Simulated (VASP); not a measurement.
Ge:

```
Ge
1.0
     0.00000    2.82891    2.82891
     2.82891    0.00000    2.82891
     2.82891    2.82891    0.00000
Ge
2
Direct
  0.75000 0.75000 0.75000
  0.50000 0.50000 0.50000
```

Base run:

```yaml
Program: VASP 6.6.1
Functional: rSCAN
Potentials_or_basis: VASP PAW PBE potentials, release 64 (Ge_d)
Cutoff: 520 eV
k_mesh: 8 × 8 × 8
Occupations: fermi-dirac, width 0.05 eV
Spin: no spin polarisation
```

Its results: band gap on the k mesh 0.38 eV, direct; pressure 0.8 GPa.

The run is repeated on the same cell with these changes: functional from rSCAN to SCAN. What comes out?

Band gap on the k mesh 0.17 eV, direct; pressure 0.2 GPa.

Caveats: the PAW data sets were made with another functional, which shifts forces and pressure a little.
